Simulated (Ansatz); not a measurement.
Runs of Ansatz 0.2.0 on LuH2. Symmetry: Fm-3m, No. 225, cubic system. The conventional cell has a = 5.033 Å, b = 5.033 Å, c = 5.033 Å, α = 90.00°, β = 90.00°, γ = 90.00°. Around Lu (site symmetry m-3m) lie 8 H at 2.18 Å. Around H (site symmetry -43m) lie 4 Lu at 2.18 Å. 

```tsv
potentials or basis	k mesh	cutoff (eV)	basis error allowed	pressure (GPa)
all-electron LAPW, inner shells corrected to Dirac's equation	9 × 9 × 9	234	0.002 eV/atom	-4.0
all-electron LAPW, scalar-relativistic	7 × 7 × 7	234	0.002 eV/atom	(a)
all-electron LAPW, non-relativistic	9 × 9 × 9	232	0.002 eV/atom	3.2
all-electron PAW datasets made for the crystal	9 × 9 × 9	360	-	-4.0
all-electron LAPW, scalar-relativistic	9 × 9 × 9	234	0.002 eV/atom	-4.0
```

Alike in all rows: task band structure; level PBEsol; no spin polarisation; cell as given; smearing fermi-dirac 0.05 eV.

**Question.** Fill in the values left out.

**Answer.** (a) -4.1.

Caveats: the k mesh is thin for a metal, which can move the energy by tens of meV per atom (some runs); relativity is left out, which matters for the heavier elements (some runs).

Not every run made on this cell is shown here.
